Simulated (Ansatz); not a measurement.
Set up this calculation in Ansatz 0.2.0, as the native input.

* Task: band structure
* Functional: r2SCANh
* Potentials or basis: Ansatz PAW
* Cutoff: 500 eV (not typed: the program's choice for these potentials)
* k mesh: 5 × 5 × 4
* Occupations: fermi-dirac, width 0.05 eV
* Spin: no spin polarisation
* Path: [["G", "M", "K", "G", "A", "L", "H", "A"], ["L", "M"], ["K", "H"]]
* Points for each segment of the path: 4

MgS:

```
Mg S
1.0
     3.61091    0.00000    0.00000
    -1.80545    3.12714    0.00000
     0.00000    0.00000    3.30526
Mg S
1 1
Direct
  0.00000 0.00000 0.50000
  0.66667 0.33333 0.00000
```

The cell was built by a generator and needn't be a form met in nature.

The input as run:

input

```
crystal:
  lattice:
    - [3.61091, 0.0, 0.0]
    - [-1.80545, 3.12714, 0.0]
    - [0.0, 0.0, 3.30526]
  atoms:
    - { symbol: Mg, position: [0.0, 0.0, 0.5] }
    - { symbol: S, position: [0.66667, 0.33333, 0.0] }
hamiltonian:
  xc: r2scanh
  pseudopotentials: { kind: paw }
kpoints:
  mp_grid: { grid: [5, 5, 4] }
  band_path:
    path:
      - [[0.0, 0.0, 0.0], [0.5, 0.0, 0.0], [0.3333333333, 0.3333333333, 0.0], [0.0, 0.0, 0.0], [0.0, 0.0, 0.5], [0.5, 0.0, 0.5], [0.3333333333, 0.3333333333, 0.5], [0.0, 0.0, 0.5]]
      - [[0.5, 0.0, 0.5], [0.5, 0.0, 0.0]]
      - [[0.3333333333, 0.3333333333, 0.0], [0.3333333333, 0.3333333333, 0.5]]
    npoints: 4
scf:
  occupations: { method: fermi_dirac, width: 0.05 }
  n_extra_bands: 6
output:
  forces: true
  stress: true
  eigenvalues: true
  fatbands: false
  write_density: true
  write_potential: true
  elf: true
  volumetric_format: npy
```

It gave:

| Item | Value |
| --- | --- |
| Pressure | -1.1 GPa |
| Band gap along the path | 2.17 eV, indirect (least direct gap 3.21 eV) |

Caveat: the k mesh is coarse (spacing up to 0.48 Å⁻¹), so the values aren't converged, least of all with exact exchange; the PAW data sets come from PBE, with cores solved anew for the run's functional, which leaves a small shift of forces and pressure; the thresholds are loose for stress.

Run time: 23 s on 1 × NVIDIA H100 80GB HBM3 with 2 threads of AMD EPYC 7R13 Processor (Zen 3) (shared host), peak memory 1.7 GiB.
